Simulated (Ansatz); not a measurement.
Runs of Ansatz 0.2.0 on WC. Symmetry: F-43m, No. 216, cubic system. The conventional cell has a = 4.604 Å, b = 4.604 Å, c = 4.604 Å, α = 90.00°, β = 90.00°, γ = 90.00°. Around W (site symmetry -43m) lie 4 C at 1.99 Å. C (site symmetry -43m) has 4 W at 1.99 Å as nearest neighbours. The cell was built by a generator and needn't be a form met in nature.

| task | level | spin | cell | k mesh | points for each segment of the path | gap on the mesh (eV) | pressure (GPa) | relaxed volume (Å³/atom) |
| --- | --- | --- | --- | --- | --- | --- | --- | --- |
| relaxation of cell and atoms | B3LYP | off | relaxed | 5 × 5 × 5 | - | none | 0.0 | 13.05 |
| single point | B3LYP | off | as given | 5 × 5 × 5 | - | none | (b) | - |
| band structure | HSE06 | off | as given | 5 × 5 × 5 | 4 | none | 11.3 | - |
| relaxation of cell and atoms | PBE0 | off | relaxed | 5 × 5 × 5 | - | none | 0.0 | 12.65 |
| single point | HSE06 | SOC, no magnetisation | as given | 4 × 4 × 4 | - | none | (a) | - |

Alike in all rows: potentials or basis Ansatz PAW; cutoff (eV) 420; smearing fermi-dirac 0.05 eV; the mesh is coarse, so values aren't converged.

Fill in the values left out.

(a) 12.3; (b) 20.6.

Caveats: all runs use coarse meshes; the PAW data sets come from PBE, with cores solved anew for the run's functional, which leaves a small shift of forces and pressure; the thresholds are loose for stress (some runs); the plane-wave basis is chosen anew once the cell has moved, so the energies of steps on either side of that aren't comparable (some runs); so large a pressure means that the cell lies far from this level's equilibrium, or that cutoff or potentials fall short (some runs); spin-orbit coupling is left out, which moves the levels of the heavy elements (some runs).

A k mesh can miss the band edges, and rows without SOC leave out spin-orbit coupling on W.

A gap of «none» marks a metal or a gap under the smearing width.
